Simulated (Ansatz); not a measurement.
Method: DFT PBE, scalar-relativistic, plane waves, PAW (Ansatz). All cells share a 420 eV cutoff and Γ-centred k meshes spaced at most about 0.3 Å⁻¹ (about 0.25 or finer for metals, 2π included). No spin polarisation.

These are static total energies at zero pressure.

**Question.** Which of these relaxed structures of TaSi2 is the lowest in energy?
A.

```
Ta Si
1.0
     6.29791    0.00000    0.00000
     0.00000    1.61593    2.43083
     0.00000   -1.61593    2.43083
Ta Si
1 2
Cartesian
  0.0000 0.0000 3.3346
  1.9799 0.0000 1.5922
  4.3180 0.0000 1.5922
```

B.

```
Ta Si
1.0
     2.44343   -1.55625    0.00000
     2.44343    1.55625    0.00000
    -0.06062    0.00000    6.14150
Ta Si
1 2
Direct
  0.00000 0.00000 0.50000
  0.66149 0.66149 0.83888
  0.33851 0.33851 0.16112
```

C.

```
Ta Si
1.0
    -1.66162    1.66162    8.87240
     1.66162   -1.66162    8.87240
     1.66162    1.66162   -8.87240
Ta Si
2 4
Direct
  0.00000 0.00000 0.00000
  0.75000 0.25000 0.50000
  0.42673 0.42673 0.00000
  0.17674 0.67673 0.50000
  0.32327 0.82327 0.50000
  0.57327 0.57327 0.00000
```

D.

```
Ta Si
1.0
     2.26396    1.30710    2.97423
    -2.26396    1.30710    2.97423
     0.00000   -2.61420    2.97423
Ta Si
1 2
Direct
  0.50000 0.50000 0.50000
  0.20512 0.20512 0.20512
  0.79488 0.79488 0.79488
```

**Answer.** A. The next of these, B, lies 19 meV/atom higher. Forms: A Amm2; B C2/m; C I4_1/amd; D R-3m. Counting Si atoms around Ta (those within 1.25 times the shortest such distance or 1.15 times the sum of covalent radii, 1.27 where that leaves under three): A has Ta 6; B has Ta 6; C has Ta 8; D has Ta 8. A holds Si–Si pairs (shortest 2.34 Å); B holds Si–Si nets (shortest 2.54 Å); C holds Si–Si bonds in all directions (shortest 2.48 Å) (bonds between like non-metal atoms; other contacts aren't counted). Origin: A and B, each invented, then shaken at random and relaxed again; C and D, invented. The lowest form computed isn't among them: it has space group P6_422 (No. 181), 14.7 Å³/atom, is reached from a cell as deposited in COD and lies 0.44 eV/atom below the best shown.

The k mesh leaves some 4 meV/atom of noise in the energy of each metallic cell. Spin–orbit coupling, which can matter for Ta, is left out. Cells relaxed within their symmetry can be saddle points. Some types were kept out of the candidates beforehand, so the set may lack a known form.
